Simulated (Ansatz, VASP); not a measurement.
# One calculation of Si, two programs

```
Si
1.0
     4.12095    0.00000    0.00000
    -2.06047    3.56885    0.00000
     0.00000    0.00000    2.65479
Si
2
Direct
  0.33333 0.66667 0.50000
  0.66667 0.33333 0.50000
```

The cell was built by a generator and needn't be a form met in nature.

Alike in both runs: task relaxation of cell and atoms; functional PBE; dispersion D3(BJ); k mesh 8 × 8 × 10; occupations fermi-dirac, width 0.05 eV; no spin polarisation.

|  | VASP | Ansatz |
| --- | --- | --- |
| version | VASP 6.6.1 | Ansatz 0.2.0 |
| potentials or method | VASP PAW PBE potentials, release 64 (Si) | Ansatz PAW |
| plane-wave cutoff (eV) | 600 | 420 |
| valence electrons in the cell | 8 | 8 |

Ansatz gave:

```
gap on the k mesh at the Fermi level, each at its own relaxed structure (eV) : none
relaxed volume (Å³/atom)                                                     : 18.89
relaxed cell length with the largest relative difference (Å)                 : 4.080
energy change over the relaxation (meV/atom)                                 : -6
```

Problem. Estimate VASP's values.

Solution. gap on the k mesh at the Fermi level, each at its own relaxed structure (eV): none; relaxed volume (Å³/atom): 18.88; relaxed cell length with the largest relative difference (Å): 4.080; energy change over the relaxation (meV/atom): -6.

A gap of «none» marks a metal or a gap that the smearing closes.

Caveats: pairwise dispersion overbinds metals, which lowers pressure and volume; the plane-wave basis is chosen anew once the cell has moved, so the energies of steps on either side of that aren't comparable (Ansatz).
